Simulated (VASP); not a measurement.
# Pr (Im-3m) in VASP: single point with LDA

Aim: the single point of Pr with LDA.

All numbers are computed with VASP 6.6.1; they aren't measurements. Logs are shortened: lines on timing, memory, paths and dates and some standing lists are left out, and cuts for length are marked.

## (1) Starting point

It takes space group Im-3m (No. 229, cubic). Conventional cell: a = 3.429 Å, b = 3.429 Å, c = 3.429 Å, α = 90.00°, β = 90.00°, γ = 90.00°. Pr (site symmetry m-3m) is surrounded by 8 Pr at 2.97 Å.

The cell was built by a generator and needn't be a form met in nature.

## (2) Single point, LDA

INCAR

```
SYSTEM = Pr
PREC = Accurate
ENCUT = 520
EDIFF = 1E-6
ISMEAR = -1
SIGMA = 0.13605693000000002
LREAL = .False.
LASPH = .True.
NELM = 80
ALGO = Normal
ISIF = 2
LWAVE = .False.
LCHARG = .False.
GGA = CA
NBANDS = 12
```

KPOINTS

```
Automatic mesh
0
Gamma
  13 13 13
  0 0 0
```

POSCAR

```
Pr
1.0
   -1.7142969576      1.7142969576      1.7142969576
    1.7142969576     -1.7142969576      1.7142969576
    1.7142969576      1.7142969576     -1.7142969576
Pr
1
Direct
    0.0000000000      0.0000000000      0.0000000000
```

Potentials or basis: VASP PAW PBE potentials, release 64 (Pr).

Command:

```
$ cat potpaw_PBE.64/Pr/POTCAR > POTCAR
$ mpirun -np 1 vasp_std > vasp.out
```

OUTCAR:

```text
SYSTEM = Pr
   PREC = Accurate
   ENCUT = 520
   EDIFF = 1E-6
   ISMEAR = -1
   LREAL = .False.
   LASPH = .True.
   NELM = 80
   ISIF = 2
   GGA = CA

 ion  position               nearest neighbor table
   1  0.000  0.000  0.000-

  LATTYP: Found a body centered cubic cell.
 ALAT       =     3.4285939152

  Lattice vectors:

 A1 = (  -1.7142969576,   1.7142969576,   1.7142969576)
 A2 = (   1.7142969576,  -1.7142969576,   1.7142969576)
 A3 = (   1.7142969576,   1.7142969576,  -1.7142969576)

Analysis of symmetry for initial positions (statically):
=====================================================================
 Subroutine PRICEL returns:
 Original cell was already a primitive cell.

 Routine SETGRP: Setting up the symmetry group for a
 body centered cubic supercell.

 Subroutine GETGRP returns: Found 48 space group operations
 (whereof 48 operations were pure point group operations)
 out of a pool of 48 trial point group operations.

The static configuration has the point symmetry O_h .

Analysis of symmetry for dynamics (positions and initial velocities):
=====================================================================
 Subroutine PRICEL returns:
 Original cell was already a primitive cell.

 Routine SETGRP: Setting up the symmetry group for a
 body centered cubic supercell.

 Subroutine GETGRP returns: Found 48 space group operations
 (whereof 48 operations were pure point group operations)
 out of a pool of 48 trial point group operations.

The dynamic configuration has the point symmetry O_h .

 Subroutine INISYM returns: Found 48 space group operations
 (whereof 48 operations are pure point group operations),
 and found     1 'primitive' translations

----------------------------------------------------------------------------------------

                                     Primitive cell

  volume of cell :      20.1520

  direct lattice vectors                    reciprocal lattice vectors
    -1.714296958  1.714296958  1.714296958     0.000000000  0.291664754  0.291664754
     1.714296958 -1.714296958  1.714296958     0.291664754  0.000000000  0.291664754
     1.714296958  1.714296958 -1.714296958     0.291664754  0.291664754  0.000000000

  length of vectors
     2.969249430  2.969249430  2.969249430     0.412476250  0.412476250  0.412476250

  position of ions in fractional coordinates (direct lattice)
     0.000000000  0.000000000  0.000000000

  ion indices of the primitive-cell ions
   primitive index   ion index
                 1           1

----------------------------------------------------------------------------------------

 KPOINTS: Automatic mesh

Automatic generation of k-mesh.
 Grid dimensions read from file:
 generate k-points for:   13   13   13

 Generating k-lattice:

  Cartesian coordinates                     Fractional coordinates (reciprocal lattice)
     0.000000000  0.022435750  0.022435750     0.076923077  0.000000000  0.000000000
     0.022435750  0.000000000  0.022435750     0.000000000  0.076923077  0.000000000
     0.022435750  0.022435750  0.000000000     0.000000000  0.000000000  0.076923077

  Length of vectors
     0.031728942  0.031728942  0.031728942

  Shift w.r.t. Gamma in fractional coordinates (k-lattice)
     0.000000000  0.000000000  0.000000000

 Subroutine IBZKPT returns following result:
 ===========================================

 Found     84 irreducible k-points:

 Following reciprocal coordinates:
            Coordinates               Weight
  0.000000  0.000000  0.000000      1.000000
  0.076923  0.000000  0.000000     12.000000
  0.153846  0.000000  0.000000     12.000000
  0.230769  0.000000  0.000000     12.000000
  0.307692  0.000000  0.000000     12.000000
  0.384615  0.000000  0.000000     12.000000
[... 16 lines left out ...]
  0.153846  0.076923  0.076923     24.000000
  0.230769  0.076923  0.076923     24.000000
 [... further k-points ...]
   k-points           NKPTS =     84   k-points in BZ     NKDIM =     84   number of bands    NBANDS=     12
   number of dos      NEDOS =    301   number of ions     NIONS =      1
   total plane-waves  NPLWV =  13824
   dimension x,y,z NGX =    24 NGY =   24 NGZ =   24
   dimension x,y,z NGXF=    48 NGYF=   48 NGZF=   48
   ions per type =               1
   NGX,Y,Z   is equivalent  to a cutoff of  13.44, 13.44, 13.44 a.u.
   NGXF,Y,Z  is equivalent  to a cutoff of  26.87, 26.87, 26.87 a.u.
 SYSTEM =  Pr
   PREC   = accura    normal or accurate (medium, high low for compatibility)
   ISTART =      0    job   : 0-new  1-cont  2-samecut
   ICHARG =      2    charge: 1-file 2-atom 10-const
   ISPIN  =      1    spin polarized calculation?
   LNONCOLLINEAR =      F non collinear calculations
   LSORBIT =      F    spin-orbit coupling
   LASPH  =      T    aspherical Exc in radial PAW
   ENCUT  =  520.0 eV  38.22 Ry    6.18 a.u.   5.52  5.52  5.52*2*pi/ulx,y,z
   NELM   =     80;   NELMIN=  2; NELMDL= -5     # of ELM steps
   EDIFF  = 0.1E-05   stopping-criterion for ELM
   LREAL  =      F    real-space projection
   EDIFFG = 0.1E-04   stopping-criterion for IOM
   NSW    =      0    number of steps for IOM
   IBRION =     -1    ionic relax: 0-MD 1-quasi-New 2-CG
   NFREE  =      0    steps in history (QN), initial steepest desc. (CG)
   ISIF   =      2    stress and relaxation
   ISYM   =      2    0-nonsym 1-usesym 2-fastsym
   POTIM  = 0.5000    time-step for ionic-motion
   TEBEG  =    0.0;   TEEND  =   0.0 temperature during run
   PSTRESS=    0.0 pullay stress
   NELECT =      13.0000    total number of electrons
   NUPDOWN=      -1.0000    fix difference up-down
   EMIN   =  10.00;   EMAX   =-10.00  energy-range for DOS
   EFERMI =   0.00;   METHOD = LEGACY
   ISMEAR =    -1;   SIGMA  =   0.14  broadening in eV -4-tet -1-fermi 0-gaus
   EFERMI_NEDOS =   21; number of points for ismear=-14 and -15
   IALGO  =     38    algorithm
   IMIX   =      4    mixing-type and parameters
     AMIX     =   0.40;   BMIX     =  1.00
     AMIX_MAG =   1.60;   BMIX_MAG =  1.00
  volume/ion in A,a.u.               =      20.15       135.99
  Fermi-wavevector in a.u.,A,eV,Ry     =   1.414544  2.673101 27.224383  2.000936
  Thomas-Fermi vector in A             =   2.536075
   LORBIT       =      0    0 simple, 1 ext, 2 COOP (PROOUT), +10 PAW based schemes
   GGA     = CA    functional components
   LHFCALC =     F    Hartree Fock is set to
   AEXX    =    0.0000 exact exchange contribution
   IVDW    =     0    specifies the selected vdW correction
   LEPSILON=     F    determine dielectric tensor
   LRPA    =     F    only Hartree local field effects (RPA)
 non-spin polarized calculation
  energy-cutoff  :      520.00
  volume of cell :       20.15
 maximum number of plane-waves:       559
 NGX is ok and might be reduce to    24
   NGX = 11   NGY = 11   NGZ = 11

 number of electron      13.0000000 magnetization

 Free energy of the ion-electron system (eV)
  ---------------------------------------------------
  ext. energy  EPLUGINS =         0.00000000
  ---------------------------------------------------
  free energy    TOTEN  =        -6.33962311 eV

  energy without entropy =       -6.00318125  energy(sigma->0) =       -6.17140218

 E-fermi :  10.8170     XC(G=0): -12.8853

 val. band max:       10.8141838323   @ k =  -0.3846  -0.4615   0.0769
 cond. band min:      10.8280954247   @ k =  -0.3077   0.3846   0.2308
 fundamental gap:      0.0139115924
 Fermi energy:        10.8170214189

 k-point     1 :       0.0000    0.0000    0.0000
  band No.  band energies     occupation
      1     -25.2813      2.00000
      2      -4.3302      2.00000
      3      -4.3302      2.00000
      4      -4.3302      2.00000
      5       9.0319      2.00000
      6      10.6217      1.61547
      7      10.6217      1.61547
      8      10.6217      1.61547
      9      11.8834      0.00079
     10      11.8834      0.00079
     11      11.8834      0.00079
     12      12.2537      0.00005

 k-point     2 :       0.0769    0.0000    0.0000
  band No.  band energies     occupation
      1     -25.2219      2.00000
      2      -4.6893      2.00000
      3      -4.4316      2.00000
      4      -4.3394      2.00000
      5       9.4230      1.99993
      6      10.5396      1.76962
      7      10.6020      1.65857
      8      10.6271      1.60300
      9      11.7754      0.00174
     10      11.7793      0.00169
     11      11.8572      0.00096
     12      12.0981      0.00016

 k-point     3 :       0.1538    0.0000    0.0000
  band No.  band energies     occupation
      1     -25.0530      2.00000
      2      -5.6023      2.00000
      3      -4.7013      2.00000
      4      -4.3653      2.00000
      5       9.9059      1.99753
      6      10.5394      1.77002
      7      10.6443      1.56130
      8      10.6793      1.46682
      9      11.5604      0.00844
     10      11.6396      0.00472
     11      11.8008      0.00145
     12      12.0436      0.00024

 k-point     4 :       0.2308    0.0000    0.0000
  band No.  band energies     occupation
      1     -24.8025      2.00000
      2      -6.7478      2.00000
      3      -5.0568      2.00000
      4      -4.4029      2.00000
      5       9.4890      1.99988
      6      10.4287      1.89104
      7      10.6730      1.48475
      8      11.1558      0.15316
      9      11.4217      0.02322
     10      11.7578      0.00198
     11      11.7663      0.00186
     12      12.0325      0.00026

 k-point     5 :       0.3077    0.0000    0.0000
  band No.  band energies     occupation
      1     -24.5185      2.00000
      2      -7.8488      2.00000
      3      -5.4074      2.00000
      4      -4.4444      2.00000
      5       8.9319      2.00000
      6      10.2789      1.96242
      7      10.7063      1.38571
      8      11.1439      0.16595
      9      11.3526      0.03828
     10      11.7555      0.00202
     11      11.9150      0.00063
     12      12.0314      0.00027
[... 228 lines left out ...]
      1     -23.9503      2.00000
      2      -8.2678      2.00000
      3      -7.5918      2.00000
      4      -5.0525      2.00000
      5       9.5947      1.99975
      6      10.7572      1.21622
      7      10.9283      0.61233
      8      11.2132      0.10315
      9      11.6754      0.00363
     10      11.7163      0.00269
     11      11.8302      0.00117
     12      12.1272      0.00013

 k-point    22 :       0.0769    0.0769    0.0769
  band No.  band energies     occupation
      1     -24.9498      2.00000
      2      -6.1405      2.00000
      3      -4.6070      2.00000
      4      -4.6070      2.00000
      5      10.3288      1.94621
      6      10.3288      1.94621
      7      10.5204      1.79694
      8      10.7851      1.11664
      9      11.6775      0.00358
     10      11.6775      0.00358
     11      11.6916      0.00323
     12      12.0500      0.00023

 k-point    23 :       0.1538    0.0769    0.0769
  band No.  band energies     occupation
      1     -24.7167      2.00000
      2      -7.0572      2.00000
      3      -5.0398      2.00000
      4      -4.6828      2.00000
      5      10.0032      1.99496
      6      10.2837      1.96109
      7      10.8745      0.79181
      8      10.8942      0.72382
      9      11.5422      0.00964
     10      11.6306      0.00505
     11      11.8824      0.00079
     12      12.1814      0.00009

 k-point    24 :       0.2308    0.0769    0.0769
  band No.  band energies     occupation
      1     -24.4543      2.00000
      2      -7.9217      2.00000
      3      -5.5343      2.00000
      4      -4.7639      2.00000
      5       9.6050      1.99973
      6      10.2788      1.96244
      7      10.9290      0.61027
      8      11.0440      0.31740
      9      11.4321      0.02152
     10      11.6245      0.00528
     11      11.9074      0.00066
     12      12.1146      0.00014

 [... further k-points ...]

------------------------ aborting loop because EDIFF is reached ----------------------------------------

  FORCE on cell =-STRESS in cart. coord.  units (eV):
  Direction    XX          YY          ZZ          XY          YZ          ZX
  --------------------------------------------------------------------------------------
  -------------------------------------------------------------------------------------
  Total       -0.0603897     -0.0603897     -0.0603897      0.0000000      0.0000000      0.0000000
  in kB       -4.8012621     -4.8012621     -4.8012621      0.0000000      0.0000000      0.0000000
  external PRESSURE =      -4.8012621 kB  Pullay stress =       0.0000000 kB

 VOLUME and BASIS-vectors are now :
 -----------------------------------------------------------------------------
  energy-cutoff  :      520.00
  volume of cell :       20.15
      direct lattice vectors                 reciprocal lattice vectors
    -1.714296958  1.714296958  1.714296958     0.000000000  0.291664754  0.291664754
     1.714296958 -1.714296958  1.714296958     0.291664754  0.000000000  0.291664754
     1.714296958  1.714296958 -1.714296958     0.291664754  0.291664754  0.000000000

 POSITION                                       TOTAL-FORCE (eV/Angst)
 -----------------------------------------------------------------------------------
      0.00000      0.00000      0.00000         0.000000      0.000000      0.000000
 -----------------------------------------------------------------------------------
    total drift:                                0.000000      0.000000      0.000000

  FREE ENERGIE OF THE ION-ELECTRON SYSTEM (eV)
  ---------------------------------------------------
  free  energy   TOTEN  =        -6.3396231067 eV

  energy  without entropy=       -6.0031812541  energy(sigma->0) =       -6.17140218
```

It took 14 s on 1 thread of Intel Xeon Platinum 8559C (Emerald Rapids), shared host; peak memory 0.14 GiB.

What came out:

```yaml
Free_energy: -6.3396 eV
Pressure: -0.5 GPa
Band_gap_on_the_k_mesh: none (metal or under the smearing width)
```

Caveat: the PAW data sets were made with another functional, which shifts forces and pressure a little.
